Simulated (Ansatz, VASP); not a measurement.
Two plane-wave programs on PtS2

INCAR

```
SYSTEM = PtS2
PREC = Accurate
ENCUT = 520
EDIFF = 1E-6
ISMEAR = 0
SIGMA = 0.02
LREAL = .False.
LASPH = .True.
NELM = 60
ALGO = Normal
ISIF = 2
LWAVE = .False.
LCHARG = .False.
GGA = PS
LOPTICS = .True.
NBANDS = 59
NEDOS = 1000
CSHIFT = 0.1
```

The input KPOINTS:

```
Automatic mesh
0
Gamma
  9 9 5
  0 0 0
```

Contents of POSCAR:

```
PtS2
1.0
    3.5432000000      0.0000000000      0.0000000000
   -1.7716000000      3.0685012107      0.0000000000
    0.0000000000      0.0000000000      5.0388000000
Pt S
1 2
Direct
    0.0000000000      0.0000000000      0.0000000000
    0.6666666667      0.3333333333      0.7730000000
    0.3333333333      0.6666666667      0.2270000000
```

input.yaml

```yaml
crystal:
  lattice:
    - [3.5432, 0.0, 0.0]
    - [-1.7716, 3.0685012107, 0.0]
    - [0.0, 0.0, 5.0388]
  atoms:
    - { symbol: Pt, position: [0.0, 0.0, 0.0] }
    - { symbol: S, position: [0.6666666667, 0.3333333333, 0.773] }
    - { symbol: S, position: [0.3333333333, 0.6666666667, 0.227] }
hamiltonian:
  xc: pbesol
  pseudopotentials: { kind: paw }
kpoints:
  mp_grid: { grid: [9, 9, 5] }
scf:
  occupations: { method: gaussian, width: 0.02 }
output:
  forces: true
  stress: true
  eigenvalues: true
```

Alike in both runs: functional PBEsol; k mesh 9 × 9 × 5; occupations gaussian, width 0.02 eV; no spin polarisation.

|  | VASP | Ansatz |
| --- | --- | --- |
| version | VASP 6.6.1 | Ansatz 0.2.0 |
| potentials or method | VASP PAW PBE potentials, release 64 (Pt, S) | Ansatz PAW |
| plane-wave cutoff (eV) | 520 | 420 |
| valence electrons in the cell | 22 | 30 |
| task | optical spectrum | single point |

|  | VASP | Ansatz | Ansatz less VASP |
| --- | --- | --- | --- |
| gap on the k mesh at the Fermi level (eV) | 0.96 | 0.95 | -0.016 |
| least direct gap on the mesh (eV) | 1.00 | 0.99 | -0.010 |
| pressure (GPa) | 6.1 | 6.4 | +0.30 |
| largest component of the traceless stress (GPa) | 0.40 | 0.54 | +0.147 |
| rms of the force components (eV/Å) | 0.438 | 0.449 | +0.0103 |

Atom by atom the forces differ by 0.010 eV/Å (rms over components). The functional is the same, so the differences come from potentials, cutoffs and numerics. The two sets of potentials don't hold the same shells in valence.

Caveats: spin-orbit coupling is left out, which moves the levels of the heavy elements; spectra need much finer meshes, so this one isn't converged (VASP); independent-particle spectra lack excitons (VASP); the PAW data sets were made with another functional, which shifts forces and pressure a little (VASP); an odd mesh through Γ misses points on the zone boundary, where band edges often lie (VASP); odd divisions of the mesh miss points on the zone boundary, where band edges often lie, so the gap on the mesh can be too wide (Ansatz); the PAW data sets come from PBE, with cores solved anew for the run's functional, which leaves a small shift of forces and pressure (Ansatz). Expect the measured gap to be larger: semilocal functionals such as PBEsol lack the derivative discontinuity.
